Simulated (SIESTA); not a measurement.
Crystal: GaAs.

```
CELL_PARAMETERS angstrom
0.00000 2.82685 2.82685
2.82685 0.00000 2.82685
2.82685 2.82685 0.00000
ATOMIC_POSITIONS crystal
As 0.75000 0.75000 0.75000
Ga 0.00000 0.00000 0.00000
```

Base run:

| Quantity | Value |
| --- | --- |
| Program | SIESTA 5.4.2 |
| Functional | PBE |
| Potentials or basis | PseudoDojo 0.4 standard (PBE files) |
| Basis | DZP (energy shift 0.002 Ry; radii capped at 9.5 bohr) |
| Grid cutoff | 800 Ry |
| Energy shift | 0.002 Ry |
| k mesh | 8 × 8 × 8 |
| Occupations | fermi-dirac, width 0.05 eV |
| Spin | no spin polarisation |

Its results: band gap on the k mesh 0.56 eV, direct; pressure 5.4 GPa.

Task: The run is repeated on the same cell with these changes: functional from PBE to WC; potentials or basis from PseudoDojo 0.4 standard (PBE files) to PseudoDojo 0.4 standard (PBEsol files). What comes out?

Result: Band gap on the k mesh 0.43 eV, direct; pressure 2.3 GPa.

Caveats: semicore shells carry a single zeta, which can move pressures by several GPa and volumes by a few percent; the basis of atomic orbitals isn't converged, which shifts pressures, moduli and gaps; the potentials were made for another functional, which shifts forces and pressure (some runs).
